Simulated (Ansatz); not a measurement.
# TiO2: the cost of one run

Method: DFT PBE, scalar-relativistic, plane waves, PAW, in Ansatz 0.2.0.

## (1) The structure to begin with

The structure is tetragonal, space group I4_1/amd (No. 141). Conventional cell: a = 3.784 Å, b = 3.784 Å, c = 9.515 Å, α = 90.00°, β = 90.00°, γ = 90.00°. Around Ti (site symmetry -4m2) lie 6 O at 1.93 to 1.98 Å. O (site symmetry 2mm) is surrounded by 3 Ti at 1.93 to 1.98 Å.

Structure file:

```
CELL_PARAMETERS angstrom
5.67630 -1.89210 -4.75730
-1.89210 5.67630 -4.75730
7.56840 7.56840 0.00000
ATOMIC_POSITIONS crystal
Ti 0.00000 0.00000 0.00000
Ti 0.50000 0.50000 0.00000
Ti 0.75000 0.25000 0.25000
Ti 0.25000 0.75000 0.25000
Ti 0.50000 0.50000 0.50000
Ti 0.00000 0.00000 0.50000
Ti 0.25000 0.75000 0.75000
Ti 0.75000 0.25000 0.75000
Ti 0.62500 0.87500 0.25000
Ti 0.12500 0.37500 0.25000
Ti 0.37500 0.12500 0.50000
Ti 0.87500 0.62500 0.50000
Ti 0.12500 0.37500 0.75000
Ti 0.62500 0.87500 0.75000
Ti 0.87500 0.62500 0.00000
Ti 0.37500 0.12500 0.00000
O 0.79190 0.79190 0.10405
O 0.29190 0.29190 0.10405
O 0.54190 0.04190 0.35405
O 0.04190 0.54190 0.35405
O 0.29190 0.29190 0.60405
O 0.79190 0.79190 0.60405
O 0.04190 0.54190 0.85405
O 0.54190 0.04190 0.85405
O 0.41690 0.66690 0.35405
O 0.91690 0.16690 0.35405
O 0.16690 0.91690 0.60405
O 0.66690 0.41690 0.60405
O 0.91690 0.16690 0.85405
O 0.41690 0.66690 0.85405
O 0.66690 0.41690 0.10405
O 0.16690 0.91690 0.10405
O 0.83310 0.08310 0.14595
O 0.33310 0.58310 0.14595
O 0.58310 0.33310 0.39595
O 0.08310 0.83310 0.39595
O 0.33310 0.58310 0.64595
O 0.83310 0.08310 0.64595
O 0.08310 0.83310 0.89595
O 0.58310 0.33310 0.89595
O 0.20810 0.20810 0.39595
O 0.70810 0.70810 0.39595
O 0.95810 0.45810 0.64595
O 0.45810 0.95810 0.64595
O 0.70810 0.70810 0.89595
O 0.20810 0.20810 0.89595
O 0.45810 0.95810 0.14595
O 0.95810 0.45810 0.14595
```

The runs take a perfect supercell of 48 atoms; the defect goes to fractional position (0.792, 0.792, 0.104).

## (2) The perfect supercell

input.yaml reads:

```yaml
crystal:
  lattice:
    - [5.6763, -1.8921, -4.7573]
    - [-1.8921, 5.6763, -4.7573]
    - [7.5684, 7.5684, 0.0]
  atoms:
    - { symbol: Ti, position: [0.0, 0.0, 0.0] }
    - { symbol: Ti, position: [0.5, 0.5, 0.0] }
    - { symbol: Ti, position: [0.75, 0.25, 0.25] }
    - { symbol: Ti, position: [0.25, 0.75, 0.25] }
    - { symbol: Ti, position: [0.5, 0.5, 0.5] }
    - { symbol: Ti, position: [0.0, 0.0, 0.5] }
    - { symbol: Ti, position: [0.25, 0.75, 0.75] }
    - { symbol: Ti, position: [0.75, 0.25, 0.75] }
    - { symbol: Ti, position: [0.625, 0.875, 0.25] }
    - { symbol: Ti, position: [0.125, 0.375, 0.25] }
    - { symbol: Ti, position: [0.375, 0.125, 0.5] }
    - { symbol: Ti, position: [0.875, 0.625, 0.5] }
    - { symbol: Ti, position: [0.125, 0.375, 0.75] }
    - { symbol: Ti, position: [0.625, 0.875, 0.75] }
    - { symbol: Ti, position: [0.875, 0.625, 0.0] }
    - { symbol: Ti, position: [0.375, 0.125, 0.0] }
    - { symbol: O, position: [0.7919, 0.7919, 0.10405] }
    - { symbol: O, position: [0.2919, 0.2919, 0.10405] }
    - { symbol: O, position: [0.5419, 0.0419, 0.35405] }
    - { symbol: O, position: [0.0419, 0.5419, 0.35405] }
    - { symbol: O, position: [0.2919, 0.2919, 0.60405] }
    - { symbol: O, position: [0.7919, 0.7919, 0.60405] }
    - { symbol: O, position: [0.0419, 0.5419, 0.85405] }
    - { symbol: O, position: [0.5419, 0.0419, 0.85405] }
    - { symbol: O, position: [0.4169, 0.6669, 0.35405] }
    - { symbol: O, position: [0.9169, 0.1669, 0.35405] }
    - { symbol: O, position: [0.1669, 0.9169, 0.60405] }
    - { symbol: O, position: [0.6669, 0.4169, 0.60405] }
    - { symbol: O, position: [0.9169, 0.1669, 0.85405] }
    - { symbol: O, position: [0.4169, 0.6669, 0.85405] }
    - { symbol: O, position: [0.6669, 0.4169, 0.10405] }
    - { symbol: O, position: [0.1669, 0.9169, 0.10405] }
    - { symbol: O, position: [0.8331, 0.0831, 0.14595] }
    - { symbol: O, position: [0.3331, 0.5831, 0.14595] }
    - { symbol: O, position: [0.5831, 0.3331, 0.39595] }
    - { symbol: O, position: [0.0831, 0.8331, 0.39595] }
    - { symbol: O, position: [0.3331, 0.5831, 0.64595] }
    - { symbol: O, position: [0.8331, 0.0831, 0.64595] }
    - { symbol: O, position: [0.0831, 0.8331, 0.89595] }
    - { symbol: O, position: [0.5831, 0.3331, 0.89595] }
    - { symbol: O, position: [0.2081, 0.2081, 0.39595] }
    - { symbol: O, position: [0.7081, 0.7081, 0.39595] }
    - { symbol: O, position: [0.9581, 0.4581, 0.64595] }
    - { symbol: O, position: [0.4581, 0.9581, 0.64595] }
    - { symbol: O, position: [0.7081, 0.7081, 0.89595] }
    - { symbol: O, position: [0.2081, 0.2081, 0.89595] }
    - { symbol: O, position: [0.4581, 0.9581, 0.14595] }
    - { symbol: O, position: [0.9581, 0.4581, 0.14595] }
basis:
  ecutwfc: 420
  fft_grid_basis: typed
kpoints:
  mp_grid: { grid: [2, 2, 1] }
hamiltonian:
  xc: pbe
  pseudopotentials: { kind: paw }
scf:
  occupations: { method: gaussian, width: 0.05 }
output:
  forces: true
  stress: false
  eigenvalues: true
  bader: false
  write_density: true
  volumetric_format: npy
```

Started as:

```bash
ansatz run input.yaml --threads 4 --pin off --max-ram 10240MiB --backend cpu --events-out ev --progress --plain --runs-dir out
```

What time and memory should one allow on 4 threads of Arm Neoverse V1, shared host?

About 7.2 s, with a peak of 2 GiB.
